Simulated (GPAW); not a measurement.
# CoO (Fm-3m) in GPAW: a series of runs, part 3 of 3

GPAW 26.7.0. The steps go on from the part before.

### Step 5. Single point, PBE+U, collinear spin, ferromagnetic start

run.py reads:

```python
from ase import Atoms
from ase.dft.bandgap import bandgap
from ase.io import write
from ase.units import GPa
from gpaw import GPAW, PW

atoms = Atoms(['Co', 'O'],
              cell=[[0.0, 2.1315, 2.1315],
                    [2.1315, 0.0, 2.1315],
                    [2.1315, 2.1315, 0.0]],
              scaled_positions=[[0.0, 0.0, 0.0],
                                [0.5, 0.5, 0.5]],
              pbc=True)
atoms.set_initial_magnetic_moments([3.0, 0.0])

calc = GPAW(mode=PW(550),
            xc='PBE',
            kpts={'size': (9, 9, 9), 'gamma': True},
            occupations={'name': 'fermi-dirac', 'width': 0.05},
            setups={'Co': ':d,8.0'},
            nbands=17,
            maxiter=120,
            txt='gpaw.txt')
atoms.calc = calc
energy = atoms.get_potential_energy()
forces = atoms.get_forces()
stress = atoms.get_stress()
calc.write('gs.gpw')
write('result.traj', atoms)
print(f'Energy: {energy:.6f} eV')
print('Forces (eV/A):')
print(forces.round(4))
print('Stress (GPa):', (stress / GPa).round(3))
print('Moments:', calc.get_magnetic_moments().round(3))
print('Fermi level:', round(calc.get_fermi_level(), 4), 'eV')
print(f'Gap: {bandgap(calc)[0]:.4f} eV, direct: {bandgap(calc, direct=True)[0]:.4f} eV')
```

Potentials or basis: GPAW PAW data sets (gpaw-data 1.2.1), pw.

Launch:

```sh
$ OMP_NUM_THREADS=1 python run.py
```

gpaw.txt:

```text
__  _  _
 | _ |_)|_||  |
 |__||  | ||/\| - 26.7.0

Input parameters:
  mode=PW(ecut=550.0),
  kpts=MonkhorstPack(size=(9, 9, 9), gamma=True),
  maxiter=120,
  nbands=17,
  occupations=Occupations(name='fermi-dirac', width=0.05),
  setups={'Co': ':d,8.0'},
  xc=XC(name='PBE')

Diagonalizing LCAO Hamiltonian
Converting LCAO to pw mode

              O

       Co

Atoms  # Å, Bohr magnetons
|   | symbol |        x |        y |        z |    initial magnetic moments |
|---|--------|----------|----------|----------|-----------------------------|
| 0 |     Co | 0.000000 | 0.000000 | 0.000000 | ( 0.0000,  0.0000,  3.0000) |
| 1 |      O | 2.131500 | 2.131500 | 2.131500 | ( 0.0000,  0.0000,  0.0000) |

Unit cell  # Å
| periodic |        x |        y |        z |  lengths |    angles |
|----------|----------|----------|----------|----------|-----------|
[... 215 lines left out ...]
  Spinorbit:         0.000000
  ----------------------------
  Free energy:     -11.422102
  Extrapolated:    -11.402367

dipole moment: (-11.258834, -11.258834, -11.258834)  # |e|*Ang

Total magnetic moment: (0.000000, 0.000000, 3.000000)

Local magnetic moments
|        x |        y |        z |
|----------|----------|----------|
| 0.000000 | 0.000000 | 2.773904 |  # Co   0
| 0.000000 | 0.000000 | 0.151373 |  # O    1

Fermi level: 7.979
Eigenvalues  # (at kpt = [0.000, 0.000, 0.000])
| band index |      eig [eV] | occ [0-1] |      eig [eV] | occ [0-1] |
|------------|---------------|-----------|---------------|-----------|
|          0 |       -11.209 |     1.000 |       -10.893 |     1.000 |
|          1 |         1.184 |     1.000 |         6.294 |     1.000 |
|          2 |         1.184 |     1.000 |         6.294 |     1.000 |
|          3 |         1.888 |     1.000 |         6.294 |     1.000 |
|          4 |         1.888 |     1.000 |         6.800 |     1.000 |
|          5 |         1.888 |     1.000 |         6.800 |     1.000 |
[... 9 lines left out ...]
|         15 |        30.123 |     0.000 |        31.094 |     0.000 |
|         16 |        30.123 |     0.000 |        31.094 |     0.000 |

No gap
No difference between direct/indirect transitions

Forces  # eV/Ang
|        x |        y |        z |
|----------|----------|----------|
|  0.00000 | -0.00000 | -0.00000 |  # Co   0
| -0.00000 |  0.00000 |  0.00000 |  # O    1

Stress tensor  # eV/Ang^3
|        x |         y |         z |
|----------|-----------|-----------|
| 0.045197 |  0.000000 |  0.000000 |
| 0.000000 |  0.045197 | -0.000000 |
| 0.000000 | -0.000000 |  0.045197 |

# Writing to gs.gpw (mode='')
```

Run time: 19 s. Hardware: 1 thread of Arm Neoverse V2, shared host; peak memory 0.14 GiB.

The run converged, but some of its settings lie outside the range that counts as converged, so its numbers aren't taken as properties of the crystal.

What came out:

```
Free energy            : -11.4221 eV
Pressure               : -7.2 GPa
Band gap on the k mesh : none (metal or under the smearing width)
Net moment             : 3.00 μB per cell
Site moments           : Co +2.77; O +0.15 μB
```

Caveat: the cutoff is short for stress and forces, so pressures can be off by a GPa or more; a cell with one magnetic atom can't hold antiferromagnetic order, which such compounds often take.

### Step 6. Single point, PBE, collinear spin, ferromagnetic start, 9.10 Å³/atom

run.py reads:

```python
from ase import Atoms
from ase.dft.bandgap import bandgap
from ase.io import write
from ase.units import Bohr, GPa
from gpaw import GPAW, PW
from gpaw.elf import elf_from_dft_calculation

atoms = Atoms(['Co', 'O'],
              cell=[[0.0, 2.1315, 2.1315],
                    [2.00361, 0.0, 2.1315],
                    [2.00361, 2.1315, 0.0]],
              scaled_positions=[[0.0, 0.0, 0.0],
                                [0.5, 0.5, 0.5]],
              pbc=True)
atoms.set_initial_magnetic_moments([2.0, 0.0])

calc = GPAW(mode=PW(800),
            xc='PBE',
            kpts={'size': (11, 11, 11), 'gamma': True},
            occupations={'name': 'fermi-dirac', 'width': 0.05},
            nbands=17,
            convergence={'density': 1e-05, 'energy': 1e-05},
            maxiter=150,
            txt='gpaw.txt')
atoms.calc = calc
energy = atoms.get_potential_energy()
forces = atoms.get_forces()
stress = atoms.get_stress()
calc.write('gs.gpw')
write('result.traj', atoms)
print(f'Energy: {energy:.6f} eV')
print('Forces (eV/A):')
print(forces.round(4))
print('Stress (GPa):', (stress / GPa).round(3))
print('Moments:', calc.get_magnetic_moments().round(3))
print('Fermi level:', round(calc.get_fermi_level(), 4), 'eV')
print(f'Gap: {bandgap(calc)[0]:.4f} eV, direct: {bandgap(calc, direct=True)[0]:.4f} eV')

# fields on the real-space grid
write('density.cube', atoms, data=calc.get_pseudo_density() * Bohr**3)
write('potential.cube', atoms, data=calc.get_electrostatic_potential())
write('spin.cube', atoms, data=(calc.get_pseudo_density(spin=0) - calc.get_pseudo_density(spin=1)) * Bohr**3)
write('elf.cube', atoms, data=elf_from_dft_calculation(calc).data)
```

Potentials or basis: GPAW PAW data sets (gpaw-data 1.2.1), pw.

Launch:

```sh
$ OMP_NUM_THREADS=1 python run.py
```

Wall time 43 s (1 thread of Intel Xeon 6975P-C (Granite Rapids), shared host); peak memory 0.23 GiB.

It converged, with:

* Free energy: -14.4388 eV
* Pressure: 11.2 GPa
* Band gap on the k mesh: none (metal or under the smearing width)
* Net moment: 2.72 μB per cell
* Site moments: Co +2.37; O +0.20 μB

Caveat: the density grid can change from cell to cell, which puts small steps into energies and stress; a cell with one magnetic atom can't hold antiferromagnetic order, which such compounds often take; semilocal functionals often make such compounds metallic where correlation or magnetic order opens a gap, which also shifts bond lengths.

### Step 7. Single point, PBE, collinear spin, ferromagnetic start, 9.30 Å³/atom

run.py, as its differences from that of step 6:

```diff
@@ -3,5 +3,4 @@
 from ase.io import write
-from ase.units import Bohr, GPa
+from ase.units import GPa
 from gpaw import GPAW, PW
-from gpaw.elf import elf_from_dft_calculation
 
@@ -9,4 +8,4 @@
               cell=[[0.0, 2.1315, 2.1315],
-                    [2.00361, 0.0, 2.1315],
-                    [2.00361, 2.1315, 0.0]],
+                    [2.04624, 0.0, 2.1315],
+                    [2.04624, 2.1315, 0.0]],
               scaled_positions=[[0.0, 0.0, 0.0],
@@ -37,7 +36 @@
 print(f'Gap: {bandgap(calc)[0]:.4f} eV, direct: {bandgap(calc, direct=True)[0]:.4f} eV')
-
-# fields on the real-space grid
-write('density.cube', atoms, data=calc.get_pseudo_density() * Bohr**3)
-write('potential.cube', atoms, data=calc.get_electrostatic_potential())
-write('spin.cube', atoms, data=(calc.get_pseudo_density(spin=0) - calc.get_pseudo_density(spin=1)) * Bohr**3)
-write('elf.cube', atoms, data=elf_from_dft_calculation(calc).data)
```

Launch:

```sh
$ OMP_NUM_THREADS=1 python run.py
```

It took 48 s on 1 thread of Intel Xeon 6975P-C (Granite Rapids), shared host; peak memory 0.24 GiB.

Results (log left out):

| Quantity | Value |
| --- | --- |
| Free energy | -14.4670 eV |
| Pressure | 6.6 GPa |
| Band gap on the k mesh | none (metal or under the smearing width) |
| Net moment | 2.82 μB per cell |
| Site moments | Co +2.45; O +0.22 μB |

Caveat: the density grid can change from cell to cell, which puts small steps into energies and stress; a cell with one magnetic atom can't hold antiferromagnetic order, which such compounds often take; semilocal functionals often make such compounds metallic where correlation or magnetic order opens a gap, which also shifts bond lengths.
